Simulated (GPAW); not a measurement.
Runs of GPAW 26.7.0 on NaCl. Symmetry: Fm-3m, No. 225, cubic system. Conventional cell: a = 5.588 Å, b = 5.588 Å, c = 5.588 Å, α = 90.00°, β = 90.00°, γ = 90.00°. Around Cl (site symmetry m-3m) lie 6 Na at 2.79 Å. Around Na (site symmetry m-3m) lie 6 Cl at 2.79 Å. The cell is a database's computed one.

```tsv
task	level	potentials or basis	k mesh	cutoff (eV)	eigensolver	band path	band points	hybrids on these orbitals	oneshot functional	gap on the mesh (eV)	pressure (GPa)	V0 of scaled cells (Å³/atom)	B0 (GPa)
single point	PBE	GPAW PAW data sets (gpaw-data 1.2.1), pw	8 × 8 × 8	800	-	-	-	-	-	(b)	1.5	-	-
band structure	BLYP	PAW data sets generated in the run's folder for this functional, pw	7 × 7 × 7	800	davidson	GXWKGLUWLK,UX	60	-	-	5.25	2.5	-	-
equation of state	PBEsol+D3(BJ)	PAW data sets generated in the run's folder for this functional, pw	7 × 7 × 7	800	-	-	-	-	-	-	-	(c)	(a)
equation of state	PBEsol+D4	PAW data sets generated in the run's folder for this functional, pw	7 × 7 × 7	800	-	-	-	-	-	-	-	21.69	27
band structure	RPBE	the program's PAW data sets (release 1.2.1) made for this functional, pw	7 × 7 × 7	800	-	GXWKGLUWLK,UX	100	-	-	5.55	3.4	-	-
equation of state	PBE+D3(BJ)	GPAW PAW data sets (gpaw-data 1.2.1), pw	7 × 7 × 7	800	-	-	-	-	-	-	-	21.69	28
band structure	AM05	PAW data sets generated in the run's folder for this functional, pw	7 × 7 × 7	800	-	GXWKGLUWLK,UX	80	-	-	5.24	1.2	-	-
one-shot levels of the hybrid HSE06	LDA	the program's PAW data sets (release 1.2.1) made for this functional, pw	5 × 5 × 5	600	-	-	-	["HSE06", "YS-PBE0", "PBE0"]	HSE06	4.80	-1.8	-	-
```

Alike in all rows: no spin polarisation; cell as given; smearing fermi-dirac 0.05 eV.

Question: Fill in the values left out.

Answer: (a) 30; (b) 5.22; (c) 20.85.

Caveats: the cutoff is short for stress and forces, so pressures can be off by a GPa or more (some runs); energy and the plain gap are those of the semilocal run (some runs); the hybrids' values are one shot on its orbitals and mesh (some runs); an odd mesh through Γ misses points on the zone boundary, where band edges often lie (some runs).

Not every run made on this cell is shown here.
